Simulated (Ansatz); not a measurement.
Runs of Ansatz 0.2.0 on TiB2. It takes space group P6/mmm (No. 191, hexagonal). Conventional cell: a = 3.029 Å, b = 3.029 Å, c = 3.228 Å, α = 90.00°, β = 90.00°, γ = 120.00°. Around Ti (site symmetry 6/mmm) lie 12 B at 2.38 Å. Around B (site symmetry -6m2) lie 3 B at 1.75 Å. 

| task | level | cutoff (eV) | points for each segment of the path | gap on the mesh (eV) | pressure (GPa) |
| --- | --- | --- | --- | --- | --- |
| band structure | HSE06 | 420 | 4 | none | (b) |
| single point | r2SCAN0 | 500 | - | none | -5.7 |
| band structure | HSE03 | 420 | 4 | none | -4.2 |
| single point | PBE0 | 420 | - | none | (a) |
| single point | r2SCANh | 500 | - | none | -3.0 |

Alike in all rows: potentials or basis Ansatz PAW; no spin polarisation; cell as given; k mesh 5 × 5 × 4; smearing fermi-dirac 0.05 eV; the mesh is coarse, so values aren't converged.

Estimate the missing entries.

(a) -5.0; (b) -4.6.

Caveats: all runs use coarse meshes; the PAW data sets come from PBE, with cores solved anew for the run's functional, which leaves a small shift of forces and pressure; the thresholds are loose for stress.

A gap of «none» marks a metal or a gap under the smearing width.
